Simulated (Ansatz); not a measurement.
# TiS2: the cost of one run

Method: DFT PBE+D3(BJ), scalar-relativistic, plane waves, PAW, in Ansatz 0.2.0.

**1. The structure to begin with**

The structure is trigonal, space group P-3m1 (No. 164). The conventional cell has a = 3.412 Å, b = 3.412 Å, c = 5.695 Å, α = 90.00°, β = 90.00°, γ = 120.00°. Ti (site symmetry -3m) is surrounded by 6 S at 2.43 Å. S (site symmetry 3m) has 3 Ti at 2.43 Å as nearest neighbours.

Structure file:

```cif
data_structure
_symmetry_space_group_name_H-M 'P-3m1'
_symmetry_Int_Tables_number 164
_cell_length_a 3.4120
_cell_length_b 3.4120
_cell_length_c 5.6950
_cell_angle_alpha 90.000
_cell_angle_beta 90.000
_cell_angle_gamma 120.000
_cell_volume 57.42
loop_
_atom_site_label
_atom_site_type_symbol
_atom_site_symmetry_multiplicity
_atom_site_Wyckoff_symbol
_atom_site_fract_x
_atom_site_fract_y
_atom_site_fract_z
_atom_site_occupancy
Ti1 Ti 1 a 0.00000 0.00000 0.00000 1
S1 S 2 d 0.33333 0.66667 0.25000 1
```

The structure comes from the Crystallography Open Database.

(A quick probe on a coarse mesh, which set the mesh and smearing, is not shown.)

**3. Full relaxation**

File input.yaml:

```yaml
crystal:
  lattice:
    - [3.412, 0.0, 0.0]
    - [-1.706, 2.9548786777, 0.0]
    - [0.0, 0.0, 5.695]
  atoms:
    - { symbol: Ti, position: [0.0, 0.0, 0.0] }
    - { symbol: S, position: [0.3333333333, 0.6666666667, 0.25] }
    - { symbol: S, position: [0.6666666667, 0.3333333333, 0.75] }
basis:
  ecutwfc: 420
kpoints:
  mp_grid: { grid: [15, 15, 8] }
hamiltonian:
  xc: pbe
  dispersion: d3bj
scf:
  occupations: { method: gaussian, width: 0.1 }
output:
  forces: true
  stress: true
  eigenvalues: true
  write_density: true
  write_potential: true
  elf: true
  volumetric_format: npy
relax:
  adjacent_minimum: "off"
  f_tol: 0.005
  max_steps: 80
  cell: { stress_tol: 0.05 }
```

The run is started by

```bash
$ ansatz run input.yaml --threads 4 --pin off --max-ram 10240MiB --backend cpu --events-out ev --progress --plain --runs-dir out
```

Q: Estimate wall time and peak memory on 4 threads of Intel Xeon at 2.70GHz, shared host.

About 19 s, with a peak of 0.54 GiB.
